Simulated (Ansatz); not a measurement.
Reaction (formal exchange of groups at a C–F bond): `Fc1ccccc1` + CH₃OH → `OCc1ccccc1` + H–F

Calculated with Ansatz (gas phase, PBE0-D4/def2-TZVP geometries, no zero-point term in ΔE). CBS: MP2 limit from def2 TZ/QZ plus the TZ coupled-cluster correction, frozen cores. This one scheme is used for every species. Functionals use def2-TZVPP. B3LYP here is the variant with VWN-RPA as its local correlation; programs differ in this. HSE06 is defined as in plane-wave codes. Each species was taken in one conformer, which may not be the lowest.

`Fc1ccccc1`:

```xyz
12

F     0.626    0.496   -2.557
C     0.313    0.248   -1.278
C     1.006   -0.736   -0.601
C     0.675   -0.987    0.722
C    -0.329   -0.261    1.346
C    -1.009    0.722    0.642
C    -0.692    0.986   -0.682
H     1.786   -1.289   -1.110
H     1.210   -1.756    1.268
H    -0.582   -0.462    2.380
H    -1.795    1.291    1.124
H    -1.208    1.748   -1.253
```

CH₃OH:

Cartesian coordinates in Å:
```
C 0.180 -0.307 0.018
O -0.947 0.531 -0.102
H -0.181 -1.335 -0.023
H 0.704 -0.168 0.972
H 0.896 -0.164 -0.800
H -0.653 1.443 -0.066
```

`OCc1ccccc1`:

```xyz
16

O    -2.299   -1.030   -1.386
C    -1.665   -1.202   -0.138
C    -0.423   -0.369    0.031
C     0.432   -0.150   -1.045
C     1.586    0.600   -0.883
C     1.905    1.134    0.357
C     1.057    0.921    1.434
C    -0.101    0.177    1.268
H    -2.485   -0.094   -1.497
H    -2.354   -1.000    0.693
H    -1.410   -2.266   -0.088
H     0.179   -0.568   -2.013
H     2.244    0.765   -1.729
H     2.808    1.720    0.483
H     1.295    1.342    2.404
H    -0.769    0.021    2.110
```

H–F:

Cartesian coordinates in Å:
```
F -0.452 0.083 0.014
H 0.452 -0.083 -0.014
```

```csv
level,ΔE (kcal/mol),difference from CCSD(T)/CBS
LDA (SPW92),-10.0,3.3
PBE-D4,-9.4,3.9
B3LYP-D4,-9.1,4.2
r2SCAN0-D4,-10.0,3.3
B2PLYP,-9.5,3.8
HSE06,-9.0,4.3
LC-ωPBE,-8.7,4.6
SCS-MP2/def2-QZVPP,-13.5,-0.2
MP2/CBS(def2),-16.3,-3.0
CCSD/CBS(def2),-12.6,0.7
CCSD(T)/CBS,-13.3,0
```

Largest T1 diagnostic among the species: 0.011.

From BLYP to BHLYP (50 % exact exchange), in def2-TZVPP and without D4, ΔE moves by −2.6 kcal/mol. In def2-TZVPP, CCSD(T) changes the Hartree–Fock value by −6.2 kcal/mol (the triples alone add −0.7 kcal/mol) and MP2 by −9.1 kcal/mol.

CCSD(T)/CBS has its own doubt, a few kJ/mol and more with outer-core shells, so smaller differences from it don't rank the levels.
